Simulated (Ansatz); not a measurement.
Input of an Ansatz 0.2.0 run:

The input input.yaml:

```yaml
crystal:
  lattice:
    - [0.0, 3.205, 3.205]
    - [3.205, 0.0, 3.205]
    - [3.205, 3.205, 0.0]
  atoms:
    - { symbol: Te, position: [0.75, 0.75, 0.75] }
    - { symbol: Cd, position: [0.0, 0.0, 0.0] }
kpoints:
  mp_grid: { grid: [5, 5, 5] }
  band_path:
    path:
      - [0.0, 0.0, 0.0]
      - [0.5, 0.0, 0.5]
      - [0.5, 0.25, 0.75]
      - [0.375, 0.375, 0.75]
      - [0.0, 0.0, 0.0]
      - [0.5, 0.5, 0.5]
      - [0.625, 0.25, 0.625]
      - [0.5, 0.25, 0.75]
    npoints: 12
scf:
  occupations: { method: fermi_dirac, width: 0.05 }
hamiltonian:
  xc: pbesol
  pseudopotentials: { kind: all_electron, lapw: { basis_error: 0.001 } }
magnetization:
  noncollinear: true
  spin_orbit: true
output:
  forces: true
  stress: true
  eigenvalues: true
```

Potentials or basis: all-electron LAPW, relativistic spinors.

Run with:

```sh
$ ansatz run input.yaml --threads 1 --pin off --max-ram 3072MiB --backend cpu --events-out ev --progress --plain --runs-dir out
```

Task: Predict the band gap on the k mesh.

Result: 0.48 eV, direct.

Task: Estimate the pressure.

Result: 1.8 GPa.

Task: Estimate the band gap along the path.

Result: 0.48 eV, direct.

Levels at the corners of the path, in eV from the valence-band top:
| point | band 40 | band 41 | band 42 | band 43 | band 44 | band 45 | band 46 | band 47 | band 48 | band 49 |
| --- | --- | --- | --- | --- | --- | --- | --- | --- | --- | --- |
| Γ | -0.87 | 0.00 | 0.00 | 0.00 | 0.00 | 0.48 | 0.48 | 4.01 | 4.01 | 4.37 |
| X | -4.81 | -2.46 | -2.46 | -2.12 | -2.12 | 2.14 | 2.14 | 2.32 | 2.32 | 8.41 |
| W | -4.55 | -3.07 | -2.61 | -2.61 | -2.59 | 3.80 | 4.22 | 4.29 | 4.36 | 5.13 |
| K | -4.59 | -3.20 | -2.92 | -1.94 | -1.91 | 2.49 | 2.52 | 4.11 | 4.30 | 6.98 |
| Γ | -0.87 | 0.00 | 0.00 | 0.00 | 0.00 | 0.48 | 0.48 | 4.01 | 4.01 | 4.37 |
| L | -4.96 | -1.39 | -1.39 | -0.86 | -0.86 | 1.48 | 1.48 | 4.77 | 4.77 | 4.92 |
| U | -4.59 | -3.20 | -2.92 | -1.94 | -1.91 | 2.49 | 2.52 | 4.11 | 4.30 | 6.98 |
| W | -4.55 | -3.07 | -2.61 | -2.61 | -2.59 | 3.80 | 4.22 | 4.29 | 4.36 | 5.13 |

**What was measured.**

A printed reference work, data compilation reports, for a bulk crystal of CdTe at 0 K: band gap 1.607 eV.

Against the measured gap of CdTe, 1.607 eV (0 K; a printed reference work, data compilation), the calculated 0.48 eV is off by -1.13 eV. So large a miss can be the level of theory's own, or it may mean another phase, state or a wrong row. The value is that of PBEsol, without temperature or zero-point motion. Semilocal functionals fall short of measured gaps as a rule.
